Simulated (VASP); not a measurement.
Set up this calculation in VASP 6.6.1, as the native input.

- Task: core levels
- Functional: PBE
- Potentials or basis: VASP PAW PBE potentials, release 64 (W_sv, C)
- Cutoff: 520 eV
- k mesh: 6 × 6 × 6
- Occupations: methfessel-paxton, width 0.1 eV
- Spin: no spin polarisation
- Further INCAR settings: ALGO = Fast; EDIFF = 1e-06

The structure of WC lies in POSCAR:

```
WC
1.0
    5.8130000000      0.0000000000      0.0000000000
   -2.9065000000      5.0342056720      0.0000000000
    0.0000000000      0.0000000000      5.6732000000
W C
8 8
Direct
    0.0000000000      0.0000000000      0.0000000000
    0.0000000000      0.0000000000      0.5000000000
    0.0000000000      0.5000000000      0.0000000000
    0.0000000000      0.5000000000      0.5000000000
    0.5000000000      0.0000000000      0.0000000000
    0.5000000000      0.0000000000      0.5000000000
    0.5000000000      0.5000000000      0.0000000000
    0.5000000000      0.5000000000      0.5000000000
    0.3333333334      0.1666666666      0.2500000000
    0.3333333334      0.1666666666      0.7500000000
    0.3333333334      0.6666666667      0.2500000000
    0.3333333334      0.6666666667      0.7500000000
    0.8333333334      0.1666666666      0.2500000000
    0.8333333334      0.1666666666      0.7500000000
    0.8333333334      0.6666666667      0.2500000000
    0.8333333334      0.6666666667      0.7500000000
```

One way to write it, as run:

INCAR

```
SYSTEM = WC
PREC = Accurate ; ENCUT = 520
EDIFF = 1E-6 ; ISMEAR = 1
SIGMA = 0.1 ; LREAL = .FALSE.
LASPH = .TRUE. ; NELM = 80
ALGO = Fast ; ISIF = 2
LWAVE = .FALSE. ; LCHARG = .FALSE.
GGA = PE ; ICORELEVEL = 1
KPAR = 4
```

KPOINTS

```
regular mesh
0
G
  6 6 6
  0 0 0
```

Potentials or basis: VASP PAW PBE potentials, release 64 (W_sv, C).

Run with:

```console
$ cat potpaw_PBE.64/W_sv/POTCAR potpaw_PBE.64/C/POTCAR > POTCAR
$ mpirun -np 4 vasp_std > vasp.out
```

Results of the run:

The pressure is 6.8 GPa and the band gap on the k mesh is none (metal or under the smearing width).

Wall time 3.5 min on 4 MPI ranks on AMD EPYC 7R13 Processor (Zen 3), on a shared host, peak memory 0.46 GiB a rank.
